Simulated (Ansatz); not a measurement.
**InAs (Fm-3m), clamped-ion strain scan**

Theory: Ansatz 0.2.0, DFT r2SCAN, scalar-relativistic, plane waves, PAW. The runs took a 500 eV cutoff, a Γ-centred 14×14×14 mesh and Gaussian smearing (0.15 eV). No spin polarisation. Energies are free energies at this smearing, counted from the undisturbed cell; pressure is positive in compression.

The starting cell (as given, not relaxed at this level; it stands at -2.4 GPa; this rock-salt form isn't the usual structure):

```yaml
crystal:
  lattice:
    - [0.00000, 2.87730, 2.87730]
    - [2.87730, 0.00000, 2.87730]
    - [2.87730, 2.87730, 0.00000]
  atoms:
    - { symbol: In, position: [0.50000, 0.50000, 0.50000] }
    - { symbol: As, position: [0.00000, 0.00000, 0.00000] }
```

The cell is strained by ε times the Voigt pattern (0, 0, 0, 0, 1, 0) (xx, yy, zz, yz, xz, xy; engineering shear) with fractional coordinates fixed. The cell is metallic on the mesh throughout.

```csv
ε,ΔE (meV/atom)
-0.1000,15.0
-0.0500,3.9
0.0000,0.0
0.0250,1.0
0.0625,6.1
0.0750,8.7
0.0875,11.7
```

Task: Predict the pressure (GPa) at each point.

Result:
```tsv
ε	pressure (GPa)
-0.1000	-2.2
-0.0500	-2.3
0.0000	-2.4
0.0250	-2.4
0.0625	-2.3
0.0750	-2.3
0.0875	-2.2
```